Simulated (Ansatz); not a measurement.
## MgO2 under changes of volume

One of the cells (10.390 Å³/atom); the others are scaled copies at fixed shape and fractional positions:

```xyz
3
Lattice="1.6048 0.9265 3.4940 -1.6048 0.9265 3.4940 0.0000 -1.8530 3.4940" Properties=species:S:1:pos:R:3 pbc="T T T"
Mg    0.0000    0.0000    0.0000
O     0.0000    0.0000    5.9874
O     0.0000    0.0000    4.4945
```

The cell comes from a database or a generator and needn't be the stable form of this composition.

- Program: Ansatz 0.2.0
- Functional: LDA
- Potentials or basis: Ansatz PAW
- Cutoff: 420 eV (not typed: the program's choice for these potentials)
- k mesh: 8 × 8 × 8
- Occupations: fermi-dirac, width 0.05 eV
- Spin: no spin polarisation

```tsv
volume (Å³/atom)	energy over the lowest point (meV/atom)	pressure (GPa)	gap on the mesh (eV)	largest force (eV/Å)
9.766	0.00	-2.3	2.58	0.164
9.974	?	?	?	?
10.182	13.30	-7.8	2.31	0.362
10.390	24.98	-10.1	2.19	0.450
10.598	39.51	-12.2	2.07	0.532
10.805	56.53	-14.1	1.95	0.608
11.013	75.88	-15.7	1.85	0.679
```

**Question.** What does the run at 9.974 Å³/atom give?

**Answer.** Energy over the lowest point 4.85 meV/atom; pressure -5.2 GPa; gap on the mesh 2.44 eV; largest force 0.267 eV/Å.

Worked out: A Birch-Murnaghan fit of order 3 (a polynomial in V^(-2/3)) to the other rows has its minimum at 9.62 Å³/atom, just outside them, with B0 = V·E''(V) = 156 GPa and B' = 4.4 at fixed shape and positions, which overstates the stiffness. It gives 4.84 meV/atom at 9.974 Å³/atom, against the run's 4.85, and -dE/dV = -5.2 GPa, against -5.2. A straight line through the other rows of the gap, of slope -6.1 eV per unit of ln V (its deformation potential), gives 2.44 eV, against the run's 2.44.

Energies are extrapolated to zero smearing.

Caveats: the PAW data sets come from PBE, with cores solved anew for the run's functional, which leaves a small shift of forces and pressure.

A mesh can miss the band edges.
